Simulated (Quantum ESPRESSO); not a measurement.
# Pb (Fm-3m) in Quantum ESPRESSO: notebook

Runs on Pb. Level: PBE. Tasks: phonons.

Everything below comes from runs of Quantum ESPRESSO 7.5. Logs are shortened: lines on timing, memory, paths and dates and some standing lists are left out, and cuts for length are marked.

## Step 1: The crystal as given

Symmetry: Fm-3m, No. 225, cubic system. The conventional cell has a = 4.950 Å, b = 4.950 Å, c = 4.950 Å, α = 90.00°, β = 90.00°, γ = 90.00°. Around Pb (site symmetry m-3m) lie 12 Pb at 3.50 Å.

## Step 2: Phonons, PBE

pw.in

```
&CONTROL
  calculation = 'scf'
  prefix = 'pwscf'
  outdir = './tmp'
  pseudo_dir = './pseudo'
  tprnfor = .true.
  tstress = .true.
  disk_io = 'low'
/
&SYSTEM
  ibrav = 0
  nat = 1
  ntyp = 1
  ecutwfc = 45
  ecutrho = 360
  nbnd = 13
  occupations = 'smearing'
  smearing = 'mv'
  degauss = 0.01469973
/
&ELECTRONS
  conv_thr = 2d-10
  electron_maxstep = 120
  mixing_beta = 0.5
/
ATOMIC_SPECIES
Pb   207.2000 pb_pbe_v1.uspp.F.UPF
CELL_PARAMETERS angstrom
   0.0000000000    2.4750200000    2.4750200000
   2.4750200000    0.0000000000    2.4750200000
   2.4750200000    2.4750200000    0.0000000000
ATOMIC_POSITIONS crystal
Pb     0.0000000000    0.0000000000    0.0000000000
K_POINTS automatic
9 9 9 0 0 0
```

relax.in

```
&CONTROL
  calculation = 'vc-relax'
  prefix = 'pwscf'
  outdir = './tmp'
  pseudo_dir = './pseudo'
  tprnfor = .true.
  tstress = .true.
  disk_io = 'low'
  nstep = 40
  forc_conv_thr = 0.0001
  etot_conv_thr = 1d-06
/
&SYSTEM
  ibrav = 0
  nat = 1
  ntyp = 1
  ecutwfc = 45
  ecutrho = 360
  nbnd = 13
  occupations = 'smearing'
  smearing = 'mv'
  degauss = 0.01469973
/
&ELECTRONS
  conv_thr = 2d-10
  electron_maxstep = 120
  mixing_beta = 0.5
/
&IONS
  ion_dynamics = 'bfgs'
/
&CELL
  cell_dynamics = 'bfgs'
  press = 0
  press_conv_thr = 0.2
/
ATOMIC_SPECIES
Pb   207.2000 pb_pbe_v1.uspp.F.UPF
CELL_PARAMETERS angstrom
   0.0000000000    2.4750200000    2.4750200000
   2.4750200000    0.0000000000    2.4750200000
   2.4750200000    2.4750200000    0.0000000000
ATOMIC_POSITIONS crystal
Pb     0.0000000000    0.0000000000    0.0000000000
K_POINTS automatic
9 9 9 0 0 0
```

scf2.in

```
&CONTROL
  calculation = 'scf'
  prefix = 'pwscf'
  outdir = './tmp'
  pseudo_dir = './pseudo'
  tprnfor = .true.
  tstress = .true.
  disk_io = 'low'
/
&SYSTEM
  ibrav = 0
  nat = 1
  ntyp = 1
  ecutwfc = 45
  ecutrho = 360
  nbnd = 13
  occupations = 'smearing'
  smearing = 'mv'
  degauss = 0.01469973
/
&ELECTRONS
  conv_thr = 1d-13
  electron_maxstep = 120
  mixing_beta = 0.5
  startingpot = 'file'
  startingwfc = 'file'
/
ATOMIC_SPECIES
Pb   207.2000 pb_pbe_v1.uspp.F.UPF
CELL_PARAMETERS angstrom
   0.0000000000    2.5129878857    2.5129878857
   2.5129878857    0.0000000000    2.5129878857
   2.5129878857    2.5129878857    0.0000000000
ATOMIC_POSITIONS crystal
Pb     0.0000000000    0.0000000000    0.0000000000
K_POINTS automatic
9 9 9 0 0 0
```

ph.in

```
phonons of Pb
&INPUTPH
  prefix = 'pwscf'
  outdir = './tmp'
  tr2_ph = 1d-18
  fildyn = 'dyn'
  niter_ph = 90
  alpha_mix(1) = 0.4
/
0.1767766953 0.7071067812 0.1767766953
```

Potentials or basis: GBRV 1.5 PBE.

Started as:

```bash
$ OMP_NUM_THREADS=1 pw.x -in pw.in > pw.out
$ OMP_NUM_THREADS=1 pw.x -in relax.in > relax.out
$ OMP_NUM_THREADS=1 pw.x -in scf2.in > scf2.out
$ OMP_NUM_THREADS=1 ph.x -in ph.in > ph.out
```

pw.out:

```text
This program is part of the open-source Quantum ESPRESSO suite
     for quantum simulation of materials; please cite
[... 9 lines left out ...]
     --------------------
     sticks:   dense  smooth     PW     G-vecs:    dense   smooth      PW
     Sum        1069     547    163                23505     8363    1459

     Using Slab Decomposition

     bravais-lattice index     =            0
     lattice parameter (alat)  =       6.6144  a.u.
     unit-cell volume          =     204.6269 (a.u.)^3
     number of atoms/cell      =            1
     number of atomic types    =            1
     number of electrons       =        14.00
     number of Kohn-Sham states=           13
     kinetic-energy cutoff     =      45.0000  Ry
     charge density cutoff     =     360.0000  Ry
     scf convergence threshold =      2.0E-10
     mixing beta               =       0.5000
     number of iterations used =            8  plain     mixing
     Exchange-correlation= SLA  PW   PBE  PBE
                           (   1   4   3   4   0   0   0)

     celldm(1)=   6.614432  celldm(2)=   0.000000  celldm(3)=   0.000000
     celldm(4)=   0.000000  celldm(5)=   0.000000  celldm(6)=   0.000000

[... 8 lines left out ...]
               b(3) = (  0.707107  0.707107 -0.707107 )

     PseudoPot. # 1 for Pb read from file:
     pb_pbe_v1.uspp.F.UPF
     Pseudo is Ultrasoft + core correction, Zval = 14.0
     Generated by new atomic code, or converted to UPF format
     Using radial grid of  899 points,  6 beta functions with:
                l(1) =   0
                l(2) =   0
                l(3) =   1
                l(4) =   1
                l(5) =   2
                l(6) =   2
     Q(r) pseudized with  6 coefficients,  rinner =    1.000   1.000   1.000
                                                       1.000   1.000

     atomic species   valence    mass     pseudopotential
     Pb               14.00   207.20000     Pb( 1.00)

     48 Sym. Ops., with inversion, found

   Cartesian axes

     site n.     atom                  positions (alat units)
         1        Pb     tau(   1) = (   0.0000000   0.0000000   0.0000000  )

     number of k points=    35  Marzari-Vanderbilt smearing, width (Ry)=  0.0147
                       cart. coord. in units 2pi/alat
        k(    1) = (   0.0000000   0.0000000   0.0000000), wk =   0.0027435
        k(    2) = (   0.0785674   0.0785674  -0.0785674), wk =   0.0219479
        k(    3) = (   0.1571348   0.1571348  -0.1571348), wk =   0.0219479
        k(    4) = (   0.2357023   0.2357023  -0.2357023), wk =   0.0219479
        k(    5) = (   0.3142697   0.3142697  -0.3142697), wk =   0.0219479
        k(    6) = (   0.1571348   0.0000000  -0.0000000), wk =   0.0164609
[... 27 lines left out ...]
        k(   34) = (  -0.0000000  -0.4714045   0.6285394), wk =   0.0658436
        k(   35) = (  -0.0785674  -0.3928371   0.7071068), wk =   0.0658436

     Dense  grid:    23505 G-vectors     FFT dimensions: (  40,  40,  40)

     Smooth grid:     8363 G-vectors     FFT dimensions: (  30,  30,  30)

     Check: negative core charge=   -0.000002

     Initial potential from superposition of free atoms

     starting charge      13.9976, renormalised to      14.0000

     negative rho (up, down):  1.525E-02 0.000E+00
     Starting wfcs are    9 randomized atomic wfcs +    4 random wfcs

     Self-consistent Calculation

     iteration #  1     ecut=    45.00 Ry     beta= 0.50
     Davidson diagonalization with overlap
     ethr =  1.00E-02,  avg # of iterations =  4.5

     Threshold (ethr) on eigenvalues was too large:
     Diagonalizing with lowered threshold

     Davidson diagonalization with overlap
     c_bands:  1 eigenvalues not converged
     c_bands:  1 eigenvalues not converged
     c_bands:  2 eigenvalues not converged
     ethr =  1.67E-05,  avg # of iterations = 13.0

     negative rho (up, down):  1.540E-02 0.000E+00

     total energy              =    -164.15718083 Ry
     estimated scf accuracy    <       0.00236924 Ry

     iteration #  2     ecut=    45.00 Ry     beta= 0.50
     Davidson diagonalization with overlap
     ethr =  1.69E-05,  avg # of iterations =  2.1

     negative rho (up, down):  1.556E-02 0.000E+00

     total energy              =    -164.15751529 Ry
     estimated scf accuracy    <       0.00015614 Ry

     iteration #  3     ecut=    45.00 Ry     beta= 0.50
     Davidson diagonalization with overlap
     ethr =  1.12E-06,  avg # of iterations =  5.6
     Minimization algorithm failed to find Fermi energy: reverting to bisection
     Possible cause: smearing is larger than the electronic band-gap.

     negative rho (up, down):  1.574E-02 0.000E+00

     total energy              =    -164.15753685 Ry
     estimated scf accuracy    <       0.00002216 Ry

     iteration #  4     ecut=    45.00 Ry     beta= 0.50
     Davidson diagonalization with overlap
     ethr =  1.58E-07,  avg # of iterations =  1.6
     Minimization algorithm failed to find Fermi energy: reverting to bisection
     Possible cause: smearing is larger than the electronic band-gap.

     negative rho (up, down):  1.577E-02 0.000E+00

     total energy              =    -164.15753855 Ry
     estimated scf accuracy    <       0.00000010 Ry

     iteration #  5     ecut=    45.00 Ry     beta= 0.50
     Davidson diagonalization with overlap
     ethr =  6.87E-10,  avg # of iterations =  4.3

     negative rho (up, down):  1.578E-02 0.000E+00

     total energy              =    -164.15753907 Ry
     estimated scf accuracy    <          9.0E-09 Ry

     iteration #  6     ecut=    45.00 Ry     beta= 0.50
     Davidson diagonalization with overlap
     ethr =  6.40E-11,  avg # of iterations =  2.5
     Minimization algorithm failed to find Fermi energy: reverting to bisection
     Possible cause: smearing is larger than the electronic band-gap.

     negative rho (up, down):  1.577E-02 0.000E+00

     total energy              =    -164.15753910 Ry
     estimated scf accuracy    <          3.6E-10 Ry

     iteration #  7     ecut=    45.00 Ry     beta= 0.50
     Davidson diagonalization with overlap
     ethr =  2.56E-12,  avg # of iterations =  3.4

     negative rho (up, down):  1.577E-02 0.000E+00

     End of self-consistent calculation

          k = 0.0000 0.0000 0.0000 (  1037 PWs)   bands (ev):

    -5.7965  -5.7965  -5.7965  -5.6565  -5.6565  -0.4693  18.6960  18.6960
    18.6960  19.2775  21.0892  22.6379  23.7752

          k = 0.0786 0.0786-0.0786 (  1028 PWs)   bands (ev):

    -5.7970  -5.7801  -5.7801  -5.6566  -5.6566  -0.2316  16.3268  18.4136
    18.4136  19.2877  20.6871  23.6094  24.2814

          k = 0.1571 0.1571-0.1571 (  1040 PWs)   bands (ev):

    -5.8022  -5.7606  -5.7606  -5.6341  -5.6341   0.4796  12.8644  17.8150
    17.8150  19.2812  20.3425  23.1785  23.9185

          k = 0.2357 0.2357-0.2357 (  1044 PWs)   bands (ev):

    -5.8135  -5.7701  -5.7701  -5.5754  -5.5754   1.6205   9.7510  17.2439
    17.2439  19.2757  20.2495  21.8736  23.0119

          k = 0.3143 0.3143-0.3143 (  1044 PWs)   bands (ev):

    -5.8235  -5.7834  -5.7834  -5.5292  -5.5292   2.8840   7.4778  16.9069
    16.9069  19.2754  20.4278  20.9902  22.5500

          k = 0.1571 0.0000-0.0000 (  1018 PWs)   bands (ev):

    -5.8156  -5.7624  -5.7624  -5.6769  -5.6422  -0.1525  17.0033  17.5203
    17.5203  19.2996  20.2234  22.8253  24.9949

          k = 0.2357 0.0786-0.0786 (  1027 PWs)   bands (ev):

    -5.8245  -5.7385  -5.7323  -5.6829  -5.6182   0.4010  14.0409  16.6948
    17.1844  19.2992  20.3741  21.5801  24.5158

          k = 0.3143 0.1571-0.1571 (  1043 PWs)   bands (ev):

    -5.8227  -5.7548  -5.7331  -5.6369  -5.5654   1.4041  10.8692  16.1768
    16.3728  19.2935  19.8217  22.5262  24.4195

          k = 0.3928 0.2357-0.2357 (  1038 PWs)   bands (ev):

    -5.8200  -5.7736  -5.7488  -5.5807  -5.5245   2.6841   8.2954  15.5359
    16.0759  19.2806  19.4822  22.6096  23.7818

          k =-0.2357-0.3928 0.3928 (  1048 PWs)   bands (ev):

    -5.8116  -5.7826  -5.7573  -5.5474  -5.5308   3.2803   7.3758  14.9645
    16.4362  19.2850  19.6346  22.1422  23.2161

          k =-0.1571-0.3143 0.3143 (  1038 PWs)   bands (ev):

    -5.8001  -5.7772  -5.7508  -5.5850  -5.5535   2.2517   9.0628  14.8042
    17.2143  19.2901  20.2562  21.8550  23.0211

          k =-0.0786-0.2357 0.2357 (  1043 PWs)   bands (ev):

    -5.7990  -5.7595  -5.7370  -5.6559  -5.5910   1.0233  11.8740  15.1142
    18.1943  19.2917  21.2472  21.8310  23.2300

          k =-0.0000-0.1571 0.1571 (  1031 PWs)   bands (ev):

    -5.8014  -5.7578  -5.7572  -5.6745  -5.6320   0.1642  14.8038  16.1726
    18.7938  19.2929  21.2298  22.9588  23.6767

          k = 0.3143 0.0000-0.0000 (  1030 PWs)   bands (ev):

    -5.8640  -5.7348  -5.6741  -5.6741  -5.6059   0.7944  14.2804  15.6693
    15.6693  19.1131  19.2938  19.5917  27.5863

          k = 0.3928 0.0786-0.0786 (  1035 PWs)   bands (ev):
[... 56 lines left out ...]
    -5.8310  -5.7439  -5.6931  -5.6780  -5.5850   1.1026  12.6369  14.3543
    16.9331  19.2971  20.5690  20.8148  24.2022

          k = 0.3928 0.2357-0.0786 (  1043 PWs)   bands (ev):

    -5.8148  -5.7664  -5.6982  -5.6267  -5.5531   2.2065  10.2056  13.4135
    15.8880  19.2949  20.1476  22.3223  23.5701

          k =-0.2357-0.3928 0.5500 (  1047 PWs)   bands (ev):

    -5.8006  -5.7832  -5.6952  -5.6016  -5.5327   3.3811   8.1637  13.2238
    15.0999  19.2944  19.9416  22.2106  25.7380

          k = 0.4714 0.1571-0.0000 (  1044 PWs)   bands (ev):

    -5.8755  -5.7897  -5.6453  -5.5716  -5.5438   2.5876  10.6968  12.9765
    14.1341  19.1390  19.3436  20.0164  25.5008

          k =-0.1571-0.4714 0.6285 (  1049 PWs)   bands (ev):

    -5.8456  -5.7778  -5.6579  -5.5811  -5.5222   3.7047   9.2212  11.7348
    13.4656  19.2754  19.5128  22.1885  24.4245

          k =-0.0786-0.3928 0.5500 (  1053 PWs)   bands (ev):

    -5.8210  -5.7335  -5.6659  -5.6282  -5.5290   4.1278   8.7764  10.9197
    13.7399  19.2914  19.8747  23.6029  25.2895

          k =-0.0000-0.3143 0.4714 (  1042 PWs)   bands (ev):

    -5.7936  -5.7637  -5.6834  -5.5907  -5.5752   3.2899   9.7358  11.1515
    14.6622  19.2956  20.4647  23.1311  23.5140

          k =-0.0786-0.5500 0.7071 (  1045 PWs)   bands (ev):

    -5.9050  -5.8339  -5.5796  -5.5387  -5.4988   4.2389   8.8201  12.2420
    12.5723  18.5504  19.3134  19.5894  27.2477

          k =-0.0000-0.4714 0.6285 (  1049 PWs)   bands (ev):

    -5.8595  -5.7878  -5.6172  -5.5900  -5.5002   4.5865   8.9868  10.4956
    12.8000  19.2027  19.3619  21.9974  26.2343

          k =-0.0786-0.3928 0.7071 (  1052 PWs)   bands (ev):

    -5.7885  -5.7749  -5.6942  -5.6038  -5.4995   4.4674   9.4705  10.4179
    12.0696  19.2959  21.5770  22.6777  23.6506

     the Fermi energy is    11.0995 ev

!    total energy              =    -164.15753911 Ry
     estimated scf accuracy    <          2.9E-12 Ry
     smearing contrib. (-TS)   =       0.00045305 Ry
     internal energy E=F+TS    =    -164.15799215 Ry

     The total energy is F=E-TS. E is the sum of the following terms:
     one-electron contribution =     -30.91670532 Ry
     hartree contribution      =      26.22452152 Ry
     xc contribution           =     -63.39868832 Ry
     ewald contribution        =     -96.06712003 Ry

     convergence has been achieved in   7 iterations

     negative rho (up, down):  1.577E-02 0.000E+00

     Forces acting on atoms (cartesian axes, Ry/au):

     atom    1 type  1   force =     0.00000000    0.00000000    0.00000000

     Total force =     0.000000     Total SCF correction =     0.000000

     Computing stress (Cartesian axis) and pressure

     negative rho (up, down):  1.577E-02 0.000E+00
          total   stress  (Ry/bohr**3)                   (kbar)     P=       21.09
   0.00014335   0.00000000  -0.00000000           21.09        0.00       -0.00
  -0.00000000   0.00014335   0.00000000           -0.00       21.09        0.00
  -0.00000000  -0.00000000   0.00014335           -0.00       -0.00       21.09

=------------------------------------------------------------------------------=
   JOB DONE.
=------------------------------------------------------------------------------=
```

Wall time 7.4 min (1 thread of Arm Neoverse V2, shared host); peak memory 0.12 GiB.

Results:

| Quantity | Value |
| --- | --- |
| Free energy | -2233.4868 eV |
| Relaxed volume | 31.74 Å³/atom |
| Relaxed cell | a = 3.554 Å, b = 3.554 Å, c = 3.554 Å, α = 60.00°, β = 60.00°, γ = 60.00° |
| Space group after relaxing (to 0.05 Å) | Fm-3m (No. 225) |
| Pressure after relaxing | 0.0 GPa |
| Band gap on the k mesh | none (metal or under the smearing width) |
| Highest phonon frequency at the q point run | 55 cm⁻¹ |

The path:
| step | energy change (eV) | largest force (eV/Å) | pressure (GPa) | volume (Å³) |
| --- | --- | --- | --- | --- |
| 1 | 0.0000 | 0.0000 | 2.11 | 30.32 |
| 2 | -0.0037 | 0.0000 | 1.57 | 30.65 |
| 3 | -0.0067 | 0.0000 | 1.01 | 31.01 |
| 4 | -0.0088 | 0.0000 | 0.23 | 31.56 |
| 5 | -0.0089 | 0.0000 | 0.01 | 31.73 |
| 6 | -0.0089 | 0.0000 | 0.00 | 31.74 |

Final structure:
```
Pb
1.0
     0.00000    2.51299    2.51299
     2.51299    0.00000    2.51299
     2.51299    2.51299    0.00000
Pb
1
Direct
  0.00000 0.00000 0.00000
```

Levels at points of the mesh, in eV from the Fermi level:
```tsv
k point	band 5	band 6	band 7	band 8	band 9	band 10
(0.00, 0.00, 0.00)	-16.76	-11.29	7.22	7.22	7.22	8.15
```

Phonon frequencies in cm⁻¹ (negative: imaginary):
| q point | frequencies |
| --- | --- |
| (0.625, 0.250, 0.625) | 21 41 55 |

Phonon modes at q = (0.625, 0.250, 0.625) in reciprocal lattice units:
```tsv
mode	symmetry	cm⁻¹
1	A_1	21
2	B_1	41
3	B_2	55
```

Caveat: the q point doesn't lie on the k mesh, which can shift a metal's frequencies strongly unless the mesh is converged. Spin-orbit coupling is left out, which matters for the levels of Pb.

[end of part 1 of 3]
